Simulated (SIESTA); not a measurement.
# Pt under changes of volume

One of the cells (15.080 Å³/atom); the others are scaled copies at fixed shape and fractional positions:

```
Pt
1.0
     0.00000    1.96090    1.96090
     1.96090    0.00000    1.96090
     1.96090    1.96090    0.00000
Pt
1
Direct
  0.00000 0.00000 0.00000
```

```yaml
Program: SIESTA 5.4.2
Functional: LDA
Potentials_or_basis: PseudoDojo 0.4 standard (LDA files)
Basis: DZP (energy shift 0.003 Ry; two zetas on semicore shells)
Grid_cutoff: 800 Ry
Energy_shift: 0.003 Ry
k_mesh: 12 × 12 × 12
Occupations: fermi-dirac, width 0.05 eV
Spin: no spin polarisation
```

```tsv
volume (Å³/atom)	energy over the lowest point (meV/atom)	pressure (GPa)
14.175	38.47	18.4
14.477	11.82	10.2
14.778	0.00	2.7
15.080	1.15	-3.6
15.381	?	?
15.683	35.85	-14.2
15.985	66.84	-18.4
```

Task: What does the run at 15.381 Å³/atom give?

Result: Energy over the lowest point 13.54 meV/atom; pressure -9.2 GPa.

Worked out: A Birch-Murnaghan fit of order 3 (a polynomial in V^(-2/3)) to the other rows has its minimum at 14.90 Å³/atom with B0 = V·E''(V) = 321 GPa and B' = 5.6. It gives 13.53 meV/atom at 15.381 Å³/atom, against the run's 13.54, and -dE/dV = -9.3 GPa, against -9.2.

Energies are extrapolated to zero smearing.

Caveats: short orbitals over semicore shells can move pressures by several GPa; the basis of atomic orbitals isn't converged, which shifts pressures, moduli and gaps.
